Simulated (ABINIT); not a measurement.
Here is an ABINIT 10.8.3 (patched build) calculation.

Contents of run.abi:

```
# Pseudopotentials
pp_dirpath "./"
pseudos "Si.upf, C.upf"

# Structure
acell 3*1.0 Angstrom
rprim
     3.0542038300     0.0000000000     0.0000000000
    -1.5271019100     2.6450181000     0.0000000000
     0.0000000000     0.0000000000     5.0121493300
ntypat 2
znucl 14 6
natom 4
typat 1 1 2 2
xred
     0.6666666700     0.3333333300     0.5045817800
     0.3333333300     0.6666666700     0.0045817800
     0.6666666700     0.3333333300     0.8804182200
     0.3333333300     0.6666666700     0.3804182200
chkprim 0
chksymtnons 0
tolsym 1.0e-6

# Plane-wave basis
ecut 41.0

# k points
kptopt 1
ngkpt 8 8 4
nshiftk 1
shiftk 0.0 0.0 0.0

# Exchange and correlation
ixc 7

# Bands and occupations
nband 12
occopt 3
tsmear 0.05 eV

# SCF cycle
nstep 100
tolvrs 1.0e-10

# Output
iomode 3
prtwf 0
prtden 0
prteig 0
prtebands 0
enunit 2
```

Potentials or basis: PseudoDojo NC SR LDA v0.4.1 standard.

Run with:

```console
$ abinit run.abi > log 2>&1
```

Task: Estimate the pressure.

Result: -0.1 GPa.

Task: Predict the band gap on the k mesh.

Result: 2.40 eV, indirect (least direct gap 3.94 eV).

A k mesh can miss the band edges.
